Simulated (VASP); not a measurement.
A run of VASP 6.6.1:

File INCAR:

```
SYSTEM = NaH
PREC = Accurate
ENCUT = 520
EDIFF = 1E-6
ISMEAR = 0
SIGMA = 0.02
LREAL = .FALSE.
LASPH = .TRUE.
NELM = 100
ALGO = Normal
ISIF = 2
LWAVE = .FALSE.
LCHARG = .FALSE.
GGA = PE
NBANDS = 11
```

KPOINTS

```
regular mesh
0
G
  8 8 8
  0 0 0
```

The input POSCAR:

```
NaH
1.0
    0.0000000000      2.4160403175      2.4160403175
    2.4160403175      0.0000000000      2.4160403175
    2.4160403175      2.4160403175      0.0000000000
Na H
1 1
Direct
    0.0000000000      0.0000000000      0.0000000000
    0.5000000000      0.5000000000      0.5000000000
```

Potentials or basis: VASP PAW PBE potentials, release 64 (Na_pv, H).

Launch:

```console
$ cat potpaw_PBE.64/Na_pv/POTCAR potpaw_PBE.64/H/POTCAR > POTCAR
$ mpirun -np 1 vasp_std > vasp.out
```

Hardware: 1 thread of Intel(R) Xeon(R) 6975P-C (Granite Rapids), on a shared host.

Question: How long does it take, and how much memory?

Answer: Wall time 7.4 s on 1 thread of Intel(R) Xeon(R) 6975P-C (Granite Rapids), on a shared host, peak memory 0.15 GiB. Counts: scf iterations 12, k points 29.
